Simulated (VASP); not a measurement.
# C (Fd-3m) in VASP: elastic constants with LDA

Aim: the elastic constants of C with LDA.

All numbers are computed with VASP 6.6.1; they aren't measurements. Logs are shortened: lines on timing, memory, paths and dates and some standing lists are left out, and cuts for length are marked.

## Step 1: The crystal as given

The structure is cubic, space group Fd-3m (No. 227). Conventional cell: a = 3.567 Å, b = 3.567 Å, c = 3.567 Å, α = 90.00°, β = 90.00°, γ = 90.00°. Around C (site symmetry -43m) lie 4 C at 1.54 Å.

This isn't the form of C at room conditions, which is graphite.

## Step 2: Elastic constants, LDA

POSCAR

```
C
1.0
    0.0000000000      1.7834000000      1.7834000000
    1.7834000000      0.0000000000      1.7834000000
    1.7834000000      1.7834000000      0.0000000000
C
2
Direct
    0.5000000000      0.5000000000      0.5000000000
    0.7500000000      0.7500000000      0.7500000000
```

INCAR.step1

```
SYSTEM = C
PREC = Accurate
ENCUT = 580
EDIFF = 1E-8
ISMEAR = 0
SIGMA = 0.02
LREAL = .FALSE.
LASPH = .TRUE.
NELM = 100
ALGO = Normal
ISIF = 3
LWAVE = .FALSE.
LCHARG = .FALSE.
IBRION = 2
NSW = 40
EDIFFG = -0.002
```

INCAR.step2

```
SYSTEM = C
PREC = Accurate
ENCUT = 580
EDIFF = 1E-8
ISMEAR = 0
SIGMA = 0.02
LREAL = .FALSE.
LASPH = .TRUE.
NELM = 100
ALGO = Normal
ISIF = 3
LWAVE = .FALSE.
LCHARG = .FALSE.
IBRION = 6
NFREE = 2
POTIM = 0.015
NSW = 1
```

KPOINTS

```
regular mesh
0
G
  12 12 12
  0 0 0
```

Potentials or basis: VASP PAW LDA potentials, release 64 (C).

Launch:

```
$ cat potpaw_LDA.64/C/POTCAR > POTCAR
$ cp INCAR.step1 INCAR
$ mpirun -np 1 vasp_std > vasp.out
$ cp CONTCAR POSCAR
$ cp INCAR.step2 INCAR
$ mpirun -np 1 vasp_std > vasp.out
```

OUTCAR:

```text
SYSTEM = C
   PREC = Accurate
   ENCUT = 580
   EDIFF = 1E-8
   ISMEAR = 0
   LREAL = .FALSE.
   LASPH = .TRUE.
   NELM = 100
   ISIF = 3
   IBRION = 6
   NFREE = 2
   POTIM = 0.015
   NSW = 1

 ion  position               nearest neighbor table
   1  0.500  0.500  0.500-   2 1.53   2 1.53   2 1.53   2 1.53
   2  0.750  0.750  0.750-   1 1.53   1 1.53   1 1.53   1 1.53

  LATTYP: Found a face centered cubic cell.
 ALAT       =     3.5340032116

  Lattice vectors:

 A1 = (   0.0000000000,   1.7670016058,   1.7670016058)
 A2 = (   1.7670016058,   0.0000000000,   1.7670016058)
 A3 = (   1.7670016058,   1.7670016058,   0.0000000000)

Analysis of symmetry for initial positions (statically):
=====================================================================
 Subroutine PRICEL returns:
 Original cell was already a primitive cell.

 Routine SETGRP: Setting up the symmetry group for a
 face centered cubic supercell.

 Subroutine GETGRP returns: Found 48 space group operations
 (whereof 24 operations were pure point group operations)
 out of a pool of 48 trial point group operations.

The static configuration has the point symmetry T_d .
 The point group associated with its full space group is O_h .

Analysis of symmetry for dynamics (positions and initial velocities):
=====================================================================
 Subroutine PRICEL returns:
 Original cell was already a primitive cell.

 Routine SETGRP: Setting up the symmetry group for a
 face centered cubic supercell.

 Subroutine GETGRP returns: Found 48 space group operations
 (whereof 24 operations were pure point group operations)
 out of a pool of 48 trial point group operations.

The dynamic configuration has the point symmetry T_d .
 The point group associated with its full space group is O_h .

 Subroutine INISYM returns: Found 48 space group operations
 (whereof 24 operations are pure point group operations),
 and found     1 'primitive' translations

----------------------------------------------------------------------------------------

                                     Primitive cell

  volume of cell :      11.0342

  direct lattice vectors                    reciprocal lattice vectors
     0.000000000  1.767001606  1.767001606    -0.282965221  0.282965221  0.282965221
     1.767001606  0.000000000  1.767001606     0.282965221 -0.282965221  0.282965221
     1.767001606  1.767001606  0.000000000     0.282965221  0.282965221 -0.282965221

  length of vectors
     2.498917636  2.498917636  2.498917636     0.490110140  0.490110140  0.490110140

  position of ions in fractional coordinates (direct lattice)
     0.500000000  0.500000000  0.500000000
     0.750000000  0.750000000  0.750000000

  ion indices of the primitive-cell ions
   primitive index   ion index
                 1           1
                 2           2

----------------------------------------------------------------------------------------

 KPOINTS: regular mesh

Automatic generation of k-mesh.
 Grid dimensions read from file:
 generate k-points for:   12   12   12

 Generating k-lattice:

  Cartesian coordinates                     Fractional coordinates (reciprocal lattice)
    -0.023580435  0.023580435  0.023580435     0.083333333  0.000000000  0.000000000
     0.023580435 -0.023580435  0.023580435     0.000000000  0.083333333  0.000000000
     0.023580435  0.023580435 -0.023580435     0.000000000  0.000000000  0.083333333

  Length of vectors
     0.040842512  0.040842512  0.040842512

  Shift w.r.t. Gamma in fractional coordinates (k-lattice)
     0.000000000  0.000000000  0.000000000

 Subroutine IBZKPT returns following result:
 ===========================================

 Found     72 irreducible k-points:

 Following reciprocal coordinates:
            Coordinates               Weight
  0.000000  0.000000  0.000000      1.000000
  0.083333  0.000000  0.000000      8.000000
  0.166667  0.000000  0.000000      8.000000
  0.250000  0.000000  0.000000      8.000000
  0.333333  0.000000  0.000000      8.000000
  0.416667  0.000000  0.000000      8.000000
[... 60 lines left out ...]
  Thomas-Fermi vector in A             =   2.585926
   LORBIT       =      0    0 simple, 1 ext, 2 COOP (PROOUT), +10 PAW based schemes
   GGA     = CA    functional components
   LHFCALC =     F    Hartree Fock is set to
   AEXX    =    0.0000 exact exchange contribution
   IVDW    =     0    specifies the selected vdW correction
   LEPSILON=     F    determine dielectric tensor
   LRPA    =     F    only Hartree local field effects (RPA)
 finite differences with symmetry
 non-spin polarized calculation
 Gauss-broadening in eV      SIGMA  =   0.02
  energy-cutoff  :      580.00
  volume of cell :       11.03
 maximum number of plane-waves:       360
   NGX =  9   NGY =  9   NGZ =  9

--------------------------------------- Ionic step        1  -------------------------------------------

 number of electron       7.9999998 magnetization

 Free energy of the ion-electron system (eV)
  ---------------------------------------------------
  ext. energy  EPLUGINS =         0.00000000
  ---------------------------------------------------
  free energy    TOTEN  =       -20.25012318 eV

  energy without entropy =      -20.25012318  energy(sigma->0) =      -20.25012318

------------------------ aborting loop because EDIFF is reached ----------------------------------------

  FORCE on cell =-STRESS in cart. coord.  units (eV):
  Direction    XX          YY          ZZ          XY          YZ          ZX
  --------------------------------------------------------------------------------------
  -------------------------------------------------------------------------------------
  Total        0.0067230      0.0067230      0.0067230     -0.0000000     -0.0000000      0.0000000
  in kB        0.9761849      0.9761849      0.9761849     -0.0000000     -0.0000000      0.0000000
  external PRESSURE =       0.9761849 kB  Pullay stress =       0.0000000 kB
[... 89 lines left out ...]
  FREE ENERGIE OF THE ION-ELECTRON SYSTEM (eV)
  ---------------------------------------------------
  free  energy   TOTEN  =       -20.2413964466 eV

  energy  without entropy=      -20.2413964466  energy(sigma->0) =      -20.24139645

[... ionic steps 4 to 12 ...]

--------------------------------------- Ionic step       13  -------------------------------------------

 number of electron       7.9999998 magnetization

------------------------ aborting loop because EDIFF is reached ----------------------------------------
[... 67 lines left out ...]
--------------------------------------- Ionic step       15  -------------------------------------------

 number of electron       7.9999999 magnetization

 Free energy of the ion-electron system (eV)
  ---------------------------------------------------
  ext. energy  EPLUGINS =         0.00000000
  ---------------------------------------------------
  free energy    TOTEN  =       -20.24576916 eV

  energy without entropy =      -20.24576916  energy(sigma->0) =      -20.24576916

 E-fermi :  10.4563     XC(G=0): -13.6339

 val. band max:       10.3662639581   @ k =   0.0000   0.0000   0.0000
 cond. band min:      14.3190004118   @ k =   0.3333   0.3333   0.0000
 fundamental gap:      3.9527364538
 Fermi energy:        10.4563322035

 k-point     1 :       0.0000    0.0000    0.0000
  band No.  band energies     occupation
      1     -11.5593      2.00000
      2       9.8961      2.00000
      3      10.1345      2.00000
      4      10.3663      2.00000
      5      15.5460      0.00000
      6      15.7478      0.00000
      7      15.9607      0.00000
      8      24.3233      0.00000
[... 243 lines left out ...]
 k-point    24 :      -0.4167    0.1667    0.0000
  band No.  band energies     occupation
      1      -5.1941      2.00000
      2      -2.5804      2.00000
      3       4.5207      2.00000
      4       6.4860      2.00000
      5      17.7189      0.00000
      6      20.3711      0.00000
      7      21.7759      0.00000
      8      25.5976      0.00000

 [... further k-points ...]

------------------------ aborting loop because EDIFF is reached ----------------------------------------

  FORCE on cell =-STRESS in cart. coord.  units (eV):
  Direction    XX          YY          ZZ          XY          YZ          ZX
  --------------------------------------------------------------------------------------
  -------------------------------------------------------------------------------------
  Total        0.0095013      0.0140605      0.0140605      0.0000000     -0.0637107      0.0000000
  in kB        1.3795968      2.0416056      2.0416056      0.0000000     -9.2508561      0.0000000
  external PRESSURE =       1.8209360 kB  Pullay stress =       0.0000000 kB
[... 17 lines left out ...]
  FREE ENERGIE OF THE ION-ELECTRON SYSTEM (eV)
  ---------------------------------------------------
  free  energy   TOTEN  =       -20.2457691563 eV

  energy  without entropy=      -20.2457691563  energy(sigma->0) =      -20.24576916

 INTERNAL STRAIN TENSORS FROM STRAINED CELLS
 ============================================

 INTERNAL STRAIN TENSOR FOR ION    1 for displacements in x,y,z  (eV/Angst):
          X           Y           Z          XY          YZ          ZX
  --------------------------------------------------------------------------------
  x     0.00000     0.00000    -0.00000     0.00000     4.25109    -0.00000
  y     0.00000    -0.00000    -0.00000     0.00000     0.00000     4.25093
  z     0.00000     0.00000    -0.00000     4.25176     0.00000    -0.00000

 INTERNAL STRAIN TENSORS FROM DISPLACED ATOMS
 ============================================

 INTERNAL STRAIN TENSOR FOR ION    1 for displacements in x,y,z  (eV/Angst):
          X           Y           Z          XY          YZ          ZX
  --------------------------------------------------------------------------------
  x    -0.00000     0.00000    -0.00000     0.00000     4.24974     0.00000
  y     0.00000     0.00000    -0.00000     0.00000     0.00000     4.24974
  z     0.00000    -0.00000    -0.00000     4.24974     0.00000     0.00000

 INTERNAL STRAIN TENSOR FOR ION    2 for displacements in x,y,z  (eV/Angst):
          X           Y           Z          XY          YZ          ZX
  --------------------------------------------------------------------------------
  x     0.00000    -0.00000     0.00000     0.00000    -4.24974     0.00000
  y    -0.00000    -0.00000     0.00000     0.00000     0.00000    -4.24974
  z    -0.00000     0.00000     0.00000    -4.24974     0.00000     0.00000

 Eigenvectors and eigenvalues of the dynamical matrix
 ----------------------------------------------------

   1 f  =   39.682501 THz   249.332507 2PiTHz 1323.665750 cm-1   164.113563 meV
             X         Y         Z           dx          dy          dz
      1.767002  1.767002  1.767002     0.000000   -0.707107    0.000000
      2.650502  2.650502  2.650502     0.000000    0.707107    0.000000
[... 21 lines left out ...]
   6 f  =    0.000000 THz     0.000000 2PiTHz    0.000000 cm-1     0.000000 meV
             X         Y         Z           dx          dy          dz
      1.767002  1.767002  1.767002     0.000000    0.000000    0.707107
      2.650502  2.650502  2.650502     0.000000    0.000000    0.707107

--------------------------------------------------------------------------------------------------------

 ELASTIC MODULI CONTR FROM IONIC RELAXATION (kBar)
 Direction    XX          YY          ZZ          XY          YZ          ZX
 --------------------------------------------------------------------------------
 XX          -0.0000      0.0000      0.0000     -0.0000      0.0000     -0.0000
 YY           0.0000     -0.0000      0.0000      0.0000     -0.0000     -0.0000
 ZZ           0.0000      0.0000     -0.0000      0.0000      0.0000      0.0000
 XY          -0.0000      0.0000      0.0000    -67.7717      0.0000      0.0000
 YZ           0.0000     -0.0000      0.0000      0.0000    -67.7717      0.0000
 ZX          -0.0000     -0.0000      0.0000      0.0000      0.0000    -67.7717
 --------------------------------------------------------------------------------

 TOTAL ELASTIC MODULI (kBar)
 Direction    XX          YY          ZZ          XY          YZ          ZX
 --------------------------------------------------------------------------------
 XX       10984.9536   1474.8545   1474.8545     -0.0000     -0.0000     -0.0000
 YY        1474.8545  10984.9536   1474.8545      0.0000      0.0000     -0.0000
 ZZ        1474.8545   1474.8545  10984.9536     -0.0000      0.0000     -0.0000
 XY          -0.0000      0.0000     -0.0000   5914.4448      0.0000      0.0000
 YZ          -0.0000      0.0000      0.0000      0.0000   5914.4448      0.0000
 ZX          -0.0000     -0.0000     -0.0000      0.0000      0.0000   5914.4448
 --------------------------------------------------------------------------------
```

Run time: 94 s. Hardware: 1 thread of Intel Xeon 6975P-C (Granite Rapids), shared host; peak memory 0.18 GiB.

What came out:

- Relaxed volume: 5.52 Å³/atom
- Relaxed cell: a = 2.499 Å, b = 2.499 Å, c = 2.499 Å, α = 60.00°, β = 60.00°, γ = 60.00°
- Space group after relaxing (to 0.05 Å): Fd-3m (No. 227)
- Elastic constants C11, C12, C44: 1098, 147, 591 GPa
- Voigt bulk modulus: 464 GPa
- Highest phonon frequency at Γ: 1324 cm⁻¹

Step by step:
```
step  energy change (eV)  largest force (eV/Å)  pressure (GPa)  volume (Å³)
   1              0.0000                0.0000          -12.24        11.34
   2              0.0086                0.0000           17.68        10.65
   3             -0.0121                0.0000           -0.11        11.04
   4             -0.0121                0.0000            0.15        11.03
   5             -0.0121                0.0000           -0.16        11.04
   6             -0.0121                0.0000            0.00        11.03
```

Final structure:
```
C
1.0
     0.00000    1.76700    1.76700
     1.76700    0.00000    1.76700
     1.76700    1.76700    0.00000
C
2
Direct
  0.50000 0.50000 0.50000
  0.75000 0.75000 0.75000
```

Phonon frequencies in cm⁻¹ (negative: imaginary):
```csv
q point,frequencies
"(0.000, 0.000, 0.000)",0 0 0 1324 1324 1324
```

Elastic tensor in Voigt notation (GPa, in the Cartesian axes of the cell as first typed):
```
1098  147  147    0    0    0
 147 1098  147    0    0    0
 147  147 1098    0    0    0
   0    0    0  591    0    0
   0    0    0    0  591    0
   0    0    0    0    0  591
```

Clamped-ion elastic tensor (GPa):
```
1098  147  147    0    0    0
 147 1098  147    0    0    0
 147  147 1098    0    0    0
   0    0    0  598    0    0
   0    0    0    0  598    0
   0    0    0    0    0  598
```
